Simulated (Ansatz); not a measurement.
## Relativistic treatment of ZnS

```
Zn S
1.0
     0.00000    2.70465    2.70465
     2.70465    0.00000    2.70465
     2.70465    2.70465    0.00000
Zn S
1 1
Cartesian
  0.0000 0.0000 0.0000
  4.0570 4.0570 4.0570
```

Atom numbers follow the list: Zn1, S2.

The cell is COD entry 9000107, as deposited and not checked against the literature; nothing was relaxed.

One fixed cell is solved with PBE by LAPW (all electrons) in Ansatz 0.2.0 under different relativistic treatments. Pressure is positive in compression.

Settings: a Γ-centred 8×8×8 k mesh, Fermi–Dirac smearing of 0.01 eV, basis error target 0.25 meV/atom, no spin polarisation.

```json
{"setting": "scalar-relativistic", "P (GPa)": "1.39", "gap over the k mesh and a high-symmetry path (eV)": "2.10", "lowest level at Γ above −25 eV, from the valence-band top or, without a gap, the Fermi level (eV)": "-13.12"}
{"setting": "non-relativistic", "P (GPa)": "2.59", "gap over the k mesh and a high-symmetry path (eV)": "2.38", "lowest level at Γ above −25 eV, from the valence-band top or, without a gap, the Fermi level (eV)": "-12.94"}
{"setting": "with spin–orbit coupling", "P (GPa)": "1.37", "gap over the k mesh and a high-symmetry path (eV)": "2.08", "lowest level at Γ above −25 eV, from the valence-band top or, without a gap, the Fermi level (eV)": "-13.14"}
```
